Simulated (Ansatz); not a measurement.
Ansatz input

```yaml
crystal:
  lattice:
    - [3.7428346132, 0.0, 0.0]
    - [0.0, 3.7428346132, 0.0]
    - [0.0, 0.0, 3.7428346132]
  atoms:
    - { symbol: B, position: [0.0, 0.0, 0.0] }
    - { symbol: B, position: [0.5, 0.5, 0.5] }
    - { symbol: B, position: [0.25, 0.0, 0.5] }
    - { symbol: B, position: [0.75, 0.0, 0.5] }
    - { symbol: B, position: [0.5, 0.25, 0.0] }
    - { symbol: B, position: [0.5, 0.75, 0.0] }
    - { symbol: B, position: [0.0, 0.5, 0.25] }
    - { symbol: B, position: [0.0, 0.5, 0.75] }
hamiltonian:
  xc: pbesol
  pseudopotentials:
    kind: paw
    azcp:
      B: "pseudopotentials/B.paw.azcp"
basis:
  ecutwfc: 420
  fft_grid_basis: typed
kpoints:
  mp_grid: { grid: [7, 7, 7], shift: [0, 0, 0] }
magnetization:
  spin_polarized: false
scf:
  occupations: { method: fermi_dirac, width: 0.1 }
relax:
  max_steps: 60
  f_tol: 0.01
  cell: {}
```

and its output:

```
Warning: the record states the generating functional pbe (its physics header spells it `PBE`), which answers neither for hamiltonian.xc's functional nor for the pbesol family's — results may be inconsistent (PPs are generated against a specific XC)
Engine: ansatz 0.2.0, aarch64-unknown-linux-gnu
Pseudopotentials: kind: paw
Pseudopotential: B, paw, valence charge 3, recommended cutoff 420 eV (normal) 
Functional definition: PBEsol
  exchange = pbesol_x
  correlation = pbesol_c
Crystal: 8 atoms, lattice volume = 52.433 Å³
Basis set: ecut = 420 eV, 1021 PW (Γ), exchange–correlation on 54×54×54 points (8 copies of the dense FFT grid, shifted against one another)
Bands: 20, of which v1, the nominal top of the filled ones, is band 12 counted from 1 (11 counted from 0)
Symmetry: 48 space group operations
Space group: Pm-3n (ITA 223), of the structure as read, at distance tolerance 3.7e-5 Å
k-points: 20 of 343
Non-local potential: B, projectors of the file, l = 0: 2, l = 1: 2, l = 2: 1
PAW form: soft (Blöchl's): semilocal exchange-correlation on the pseudo side does not see the compensation charge
PAW frozen core: B, regenerated for the run's functional, and the local potential with it (the file was generated under x = pbe(κ = 0.804, μ = 0.2195149727645171), c = pbe(β = 0.06672455060314922))
PAW one-centre angular grid: B, 110 points (default); XC on 64 Gauss nodes
Initial density: superposition of atomic densities (neutral atoms: chi_scale 0, normalization atom), corrected by the library's trained network
Initial wavefunctions: pseudopotential atomic-orbital guess
Functional: x = pbesol(κ = 0.804, μ = 0.12345679012345678), c = pbesol(β = 0.046)
SCF iter   1: F=—  HF=-1209.412167 eV  |F-HF|=—  |Δ(HF+E_count)|=         —  Δρ=7.26e-3  dr2=2.59e-2  ethr=1.77e-3  ⟨swp⟩=4.2  Hψ=1734  notcnv=0  defer=1
SCF iter   2: F=—  HF=-1209.406305 eV  |F-HF|=—  |Δ(HF+E_count)|=   5.86e-3  Δρ=3.65e-3  dr2=5.54e-3  ethr=1.08e-4  ⟨swp⟩=1.1  Hψ=566  notcnv=0  defer=2
SCF iter   3: F=—  HF=-1209.404615 eV  |F-HF|=—  |Δ(HF+E_count)|=   1.69e-3  Δρ=5.01e-4  dr2=7.48e-5  ethr=2.31e-5  ⟨swp⟩=2.6  Hψ=617  notcnv=0  defer=2
SCF iter   4: F=—  HF=-1209.404593 eV  |F-HF|=—  |Δ(HF+E_count)|=   2.17e-5  Δρ=3.41e-5  dr2=5.11e-7  ethr=3.11e-7  ⟨swp⟩=2.1  Hψ=623  notcnv=0  defer=2
iter 5 did not close the SCF: its close was put off for the readings that it lacked (scf_convergence_deferred on its scf_iter line)
SCF iter   5: F=-1209.404593 eV  HF=-1209.404593 eV  |F-HF|=1.99e-9  |Δ(HF+E_count)|=   1.05e-7  Δρ=4.80e-6  dr2=6.51e-9  ethr=2.13e-9  ⟨swp⟩=2.6  Hψ=622  notcnv=0  defer=2
SCF iter   6: F=-1209.404593 eV  HF=-1209.404593 eV  |F-HF|=4.55e-13  |Δ(HF+E_count)|=  7.34e-10  Δρ=4.92e-7  dr2=5.24e-11  ethr=2.71e-11  ⟨swp⟩=1.1  Hψ=1111  notcnv=0
SCF 1 converged in 6 iterations: F = -1209.404593 eV  dr2 = 5.24e-11
relax step   1: F+E_penalty+E_count = -1209.40459318 eV  Δ(F+E_penalty+E_count) = +0.000e0 eV  max|allowed force component| = 2.173e-16 eV/Å  Δτ_max = 0.0000 Å  P = -16.364 GPa  Ω = 52.433 Å³  (6 SCF iters, dr2 threshold 1.00e-7 eV, accepted)
...
iter 1 solved again at ethr=6.99e-9 eV; its pass at ethr=3.10e-3 eV (dr2=1.68e-6 eV) is discarded
SCF iter   1: F=—  HF=-1209.611623 eV  |F-HF|=—  |Δ(HF+E_count)|=         —  Δρ=1.75e-6  dr2=1.39e-9  ethr=6.99e-9  ⟨swp⟩=3.3  Hψ=2788  notcnv=0
SCF iter   2: F=—  HF=-1209.611623 eV  |F-HF|=—  |Δ(HF+E_count)|=   8.71e-8  Δρ=6.23e-7  dr2=6.31e-11  ethr=1.00e-12  ⟨swp⟩=3.1  Hψ=1507  notcnv=0
SCF iter   3: F=-1209.611623 eV  HF=-1209.611623 eV  |F-HF|=4.55e-13  |Δ(HF+E_count)|=  4.09e-12  Δρ=2.80e-7  dr2=9.58e-12  ethr=1.00e-12  ⟨swp⟩=3.2  Hψ=975  notcnv=0
SCF 7 converged in 3 iterations: F = -1209.611623 eV  dr2 = 9.58e-12
relax step   7: F+E_penalty+E_count = -1209.61162305 eV  Δ(F+E_penalty+E_count) = -5.707e-10 eV  max|allowed force component| = 2.813e-16 eV/Å  Δτ_max = 0.0000 Å  P = -0.002 GPa  Ω = 48.618 Å³  stress off target by 2.16e-3 GPa  SCF on the basis re-selected at this cell (its energy is not comparable with the rows above)  (3 SCF iters)
basis re-selected at this cell: Δ(F+E_penalty+E_count) = -5.707e-10 eV, ΔP = -0.001 GPa vs the last step (what re-selecting the basis moved, of the pressure what is left beyond the Pulay correction that the steps carried, after the strain that the cell walked since its last selection, with what the two solves' SCF thresholds leave and, on support functions, any second-order correction that the steps lacked; it is no measure of the basis error at this ecutwfc). This SCF's stress stands 2.16e-3 GPa from its target on what of the cell is left free (relax.cell.stress_tol is 5.00e-2 GPa) and its largest allowed force component is 2.81e-16 eV/Å (relax.f_tol is 1.00e-2 eV/Å): within both
SCF converged after 3 iterations
Free energy (F): -1209.611623 eV
Harris-Foulkes:  -1209.611623 eV  (|F-HF|=4.55e-13)
Internal energy: -1209.553877 eV  (E = F + TS)
E sigma→0 (E₀):  -1209.582750 eV
Entropy (-TS):   -0.057746 eV (-7.218 meV/atom)
Fermi energy:    13.979903 eV
--- Per-component energies (eV) ---
  E_band       = 144.345434
  E_kinetic    = 383.706197
  E_local      = -11.429419  (includes V_loc(G=0)·N_el)
  E_nonlocal   = 93.506485
  E_hartree    = 3.036614
  E_xc         = -258.051651
  E_vxc        = -307.845189  (∫ρ·V_xc dr)
  E_paw        = -601.841194  (= ΣΔE_a)
  E_vpaw       = -19.665843  (= ΣTr[D̂ρ^β])
  E_aug_tail   = -0.000020  (compensation charges beyond the density's cutoff)
  E_ewald      = -818.598576
  E_core_change = 0.117687  (= ΣΔE_core)
  E_smearing   = -0.057746  (= −TS)
  E_closure    = 0.000000  (closes the sum)
  Σ components = -1209.611623   (vs F -1209.611623, Δ=0.00e0)
--- Forces (eV/Å), atoms counted from 1 ---
  atom   1  B     -0.00000000     0.00000000     0.00000000
  atom   2  B      0.00000000     0.00000000    -0.00000000
  atom   3  B      0.00000000     0.00000000     0.00000000
  atom   4  B     -0.00000000    -0.00000000    -0.00000000
  atom   5  B      0.00000000    -0.00000000    -0.00000000
  atom   6  B     -0.00000000     0.00000000     0.00000000
  atom   7  B     -0.00000000    -0.00000000    -0.00000000
  atom   8  B      0.00000000     0.00000000     0.00000000
  max |Σ_I F_I| component: 7.40e-17 eV/Å
--- Stress (GPa, compression-positive) ---
       -0.002162      -0.000000       0.000000
       -0.000000      -0.002162       0.000000
        0.000000       0.000000      -0.002162
  P = ⅓ Tr σ = -0.0022 GPa (-0.022 kbar)
--- Relaxed structure (5 steps of the walk, 5 accepted, 2 SCFs on fresh bases) ---
  F+E_penalty+E_count = -1209.61162305 eV   max|allowed force component| = 2.813e-16 eV/Å   (the final SCF, on the basis selected at the relaxed cell)
  cell:  # Å, volume = 48.6181 Å³
    - [3.6497743170716217, -1.604941620322696e-34, -3.851859888774472e-34]
    - [-1.604941620322696e-34, 3.6497743170716217, 6.419766481290786e-35]
    - [6.419766481290786e-34, 6.419766481290786e-35, 3.6497743170716217]
  atoms:
    - { symbol: B, position: [6.418761231374739e-35, -1.8472062723298653e-34, -2.1038185328675283e-35] }
    - { symbol: B, position: [0.5, 0.5, 0.5] }
    - { symbol: B, position: [0.25, 1.9101868271354536e-34, 0.5] }
    - { symbol: B, position: [0.75, -1.6488845252824809e-34, 0.5] }
    - { symbol: B, position: [0.5, 0.25, -1.5678138111178392e-35] }
    - { symbol: B, position: [0.5, 0.75, -7.102062563183378e-36] }
    - { symbol: B, position: [-3.52958062387948e-34, 0.5, 0.25] }
    - { symbol: B, position: [-3.829743268059306e-34, 0.5, 0.75] }
```

Command:

```sh
ansatz run input.yaml --threads 4 --pin off --max-ram 8192MiB --backend cpu --events-out ev --progress --plain --runs-dir out
```

On 4 threads of Arm Neoverse V1 (shared host) this took about 2.4 s of wall time and 7.8 s of CPU time, with 0.32 GiB at the peak.
